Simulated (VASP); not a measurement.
# Sc: convergence, self-consistent run

Sc, P1 (no. 1), 32 atoms in the cell. PBE; PAW potentials Sc_sv (PBE set). VASP 6.6.1.

Wanted: energy within 0.5 meV/atom; forces within 0.003 eV/Å.

What the run is for: forces in a large cell; Accuracy asked: tight; Cell repeated: 2 × 2 × 2.

POSCAR:
```
Sc
1.0
   -6.1760246334      6.1760246334      5.4124869484
    6.1760246334     -6.1760246334      5.4124869484
    6.1760246334      6.1760246334     -5.4124869484
Sc
32
Direct
    0.4207310000      0.3374350000      0.2553340000
    0.4147460000      0.3336680000      0.7499330000
    0.4216410000      0.8373690000      0.2520800000
    0.4155560000      0.8285860000      0.7502090000
    0.9168850000      0.3327280000      0.2496440000
    0.9222470000      0.3334060000      0.7528220000
    0.9123900000      0.8272300000      0.2468380000
    0.9189820000      0.8337640000      0.7507750000
    0.1673380000      0.4187210000      0.0857370000
    0.1707560000      0.4165380000      0.5876270000
    0.1678780000      0.9179300000      0.0859470000
    0.1688500000      0.9218160000      0.5837770000
    0.6754030000      0.4215060000      0.0871740000
    0.6717010000      0.4204450000      0.5857640000
    0.6628450000      0.9103720000      0.0844940000
[... 4 lines left out ...]
    0.3301160000      0.5804500000      0.9121480000
    0.8315990000      0.0799620000      0.4135800000
    0.8341820000      0.0821060000      0.9126310000
    0.8342190000      0.5848010000      0.4200300000
    0.8336160000      0.5828470000      0.9169770000
    0.0802170000      0.1645550000      0.2469970000
    0.0802050000      0.1669100000      0.7463500000
    0.0844190000      0.6701970000      0.2556210000
    0.0833580000      0.6663740000      0.7517260000
    0.5805850000      0.1672600000      0.2522860000
    0.5845730000      0.1685900000      0.7514320000
    0.5834120000      0.6684740000      0.2498050000
    0.5771310000      0.6598530000      0.7445540000
```

The series start from Plane-wave cutoff (eV): 260; Projection operators (LREAL): Auto, ROPT -0.00025; Electronic threshold (eV): 1e-5; Parallel layout: defaults; Program: vasp_std; Electronic algorithm: ALGO=Normal; Data layout and linear algebra: defaults. Each series keeps the choices made before it, and each single choice may use up half of a tolerance.

## Plane-wave cutoff (eV)

| Plane-wave cutoff (eV) | Energy less reference (meV/atom) | Forces, largest deviation (eV/Å) | SCF iterations | Time (s) |
|---|---|---|---|---|
| 200 | 45.55 | 0.0132 | 19 | 21 |
| 220 | 10.71 | 0.0052 | 19 | 22 |
| 260 | 0.15 | 0.0019 | 19 | 23 |
| 290 | 0.38 | 0.0021 | 19 | 29 |
| 360 (reference) | 0.00 | 0.0000 | 19 | 30 |

Chosen: 360; the next looser run is off by more than half of the tolerance, so convergence isn't shown beyond this value.

## Projection operators (LREAL)

| Projection operators (LREAL) | Energy less reference (meV/atom) | Forces, largest deviation (eV/Å) | SCF iterations | Time (s) |
|---|---|---|---|---|
| Auto, ROPT -0.005 | -0.55 | 0.0092 | 19 | 25 |
| Auto, ROPT -0.002 | -0.55 | 0.0092 | 19 | 25 |
| Auto, ROPT -0.001 | -0.37 | 0.0072 | 19 | 24 |
| Auto, ROPT -0.0005 | -0.17 | 0.0014 | 19 | 29 |
| Auto, ROPT -0.00025 | -0.17 | 0.0014 | 19 | 30 |
| Auto, ROPT -0.0001 | -0.25 | 0.0005 | 19 | 39 |
| False (reference) | 0.00 | 0.0000 | 19 | 30 |

Chosen: False; the one before it in the list is off by more than half of the tolerance.

## Electronic threshold (eV)

| Electronic threshold (eV) | Energy less reference (meV/atom) | Forces, largest deviation (eV/Å) | SCF iterations | Time (s) |
|---|---|---|---|---|
| 0.001 | 0.00 | 0.0165 | 15 | 24 |
| 0.0001 | 0.00 | 0.0095 | 17 | 27 |
| 1e-5 | 0.00 | 0.0013 | 19 | 30 |
| 1e-6 | 0.00 | 0.0004 | 22 | 34 |
| 1e-7 (reference) | 0.00 | 0.0000 | 23 | 37 |

Chosen: 1e-5, the loosest value from which every tighter one stays within half of the tolerance.

## Parallel layout

| Parallel layout | Energy less reference (meV/atom) | Forces, largest deviation (eV/Å) | SCF iterations | Time (s) |
|---|---|---|---|---|
| defaults | 0.00 | 0.0000 | 19 | 30 |
| NCORE=2 | 0.00 | 0.0004 | 19 | 29 |
| NCORE=4 | 0.00 | 0.0004 | 19 | 22 |
| NCORE=8 | 0.00 | 0.0009 | 19 | 21 |
| NPAR=2 | 0.00 | 0.0004 | 19 | 21 |

Chosen: NCORE=8, the fastest of those that stay within half of the tolerance.

## Program

| Program | Energy less reference (meV/atom) | Forces, largest deviation (eV/Å) | SCF iterations | Time (s) |
|---|---|---|---|---|
| vasp_std | 0.00 | 0.0000 | 19 | 21 |
| vasp_gam | 0.00 | 0.0008 | 19 | 14 |

Chosen: vasp_gam.

## Electronic algorithm

| Electronic algorithm | Energy less reference (meV/atom) | Forces, largest deviation (eV/Å) | SCF iterations | Time (s) |
|---|---|---|---|---|
| ALGO=Normal | 0.00 | 0.0000 | 19 | 14 |
| ALGO=Fast | 0.00 | 0.0013 | 29 | 20 |
| ALGO=VeryFast | no result | no result | 120 | 100 |
| ALGO=All ISEARCH=1 | 0.00 | 0.0119 | 56 | 45 |

Chosen: ALGO=Normal; no other choice that stays within half of the tolerance saves 30 % of the time.

## Data layout and linear algebra

| Data layout and linear algebra | Energy less reference (meV/atom) | Forces, largest deviation (eV/Å) | SCF iterations | Time (s) |
|---|---|---|---|---|
| defaults | 0.00 | 0.0000 | 19 | 14 |
| LPLANE=False | 0.00 | 0.0000 | 19 | 17 |
| LSCALAPACK=False | 0.00 | 0.0000 | 19 | 15 |
| LSCALU=True | 0.00 | 0.0000 | 19 | 15 |

Chosen: defaults.

## All choices together

| Input | Energy less reference (meV/atom) | Forces, largest deviation (eV/Å) | Time (s) |
|---|---|---|---|
| the program's defaults (naive) | 10.96 | 0.0503 | 7.0 |
| chosen settings | 0.00 | 0.0012 | 14 |
| reference settings throughout | 0.00 | 0.0000 | 37 |

The chosen settings stay within the tolerance of the reference run, but the reference itself isn't shown to be converged in: Plane-wave cutoff (eV).

## The input

INCAR:
```
  GGA = PE
  ISMEAR = 1
  SIGMA = 0.1
  LWAVE = False
  LCHARG = False
  ISIF = 2
  ISYM = 0
  PREC = Accurate
  LASPH = True
  LREAL = False
  ALGO = Normal
  EDIFF = 1E-5
  NELM = 120
  GGA_COMPAT = False
  ENCUT = 360
  NCORE = 8
```

KPOINTS:
```
k-points
0
Gamma
  1 1 1
```

Commands:
```
cat potpaw_PBE.64/Sc_sv/POTCAR > POTCAR
mpirun -np 8 vasp_gam > vasp.out
```

Limits: Only the k mesh 1 × 1 × 1 was run, so its error is untested.

The chosen input took VASP 6.6.1 14 s on 8 cores (Intel Xeon 6975P-C (Granite Rapids)), a shared host.

## An input that fails: Gamma-only program on a mesh of k points

VASP's message: You are using the Gamma-point-only version with more than one k-point or some other non-Gamma k-point.

k mesh: 1 × 1 × 1 becomes 2 × 2 × 2.

Changes against the starting input:
```
- NELM = 120
+ NELM = 72
- vasp_std
+ vasp_gam
(KPOINTS)
-k-points
+Automatic mesh
-  1 1 1
+  2 2 2
+  0 0 0
```
